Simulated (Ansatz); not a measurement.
**SnSe: single point with PBEsol**

The system is SnSe, a slab with vacuum.

```
Sn Se
1.0
     4.28533    0.00000    0.00000
     0.00000    4.28533    0.00000
     0.00000    0.00000   10.99069
Sn Se
2 2
Cartesian
  0.0000 2.1427 6.8996
  2.1427 0.0000 4.0911
  0.0000 2.1427 4.2200
  2.1427 0.0000 6.7707
```

| Item | Value |
| --- | --- |
| Program | Ansatz 0.2.0 |
| Task | single point |
| Functional | PBEsol |
| Potentials or basis | all-electron LAPW, scalar-relativistic |
| Cutoff | 260 eV (chosen from the basis error) |
| Basis error allowed | 0.001 eV/atom |
| k mesh | 6 × 6 × 3 |
| Occupations | fermi-dirac, width 0.05 eV |
| Spin | no spin polarisation |

| Property | Result |
| --- | --- |
| Largest force | 0.111 eV/Å |
| Band gap on the k mesh | 1.47 eV, direct |
| Loewdin charges | Sn +0.34; Se -0.27 e |

Forces on the atoms (eV/Å):
```
Sn   0.000  0.000 -0.111
Sn   0.000  0.000  0.111
Se   0.000  0.000 -0.074
Se   0.000  0.000  0.074
```

Stress tensor (GPa, compression positive):
```
-0.98  0.00  0.00
 0.00 -0.98  0.00
 0.00  0.00 -0.10
```

Levels at points of the mesh, in eV from the valence-band top:
```
             k point  band 44  band 45  band 46  band 47  band 48  band 49
  (0.00, 0.00, 0.00)    -1.63    -1.63    -0.22     1.71     3.77     3.80
 (0.00, -0.50, 0.00)    -1.45    -0.19    -0.19     1.56     1.56     2.13
(-0.50, -0.50, 0.00)    -3.15    -1.62    -1.62     3.75     3.75     4.74
```

It took 28 s on 2 threads of Intel(R) Xeon(R) Platinum 8259CL CPU @ 2.50GHz (Skylake/Cascade Lake) (shared host), peak memory 0.63 GiB.

Caveat: spin-orbit coupling is left out, which moves the levels of the heavy elements.
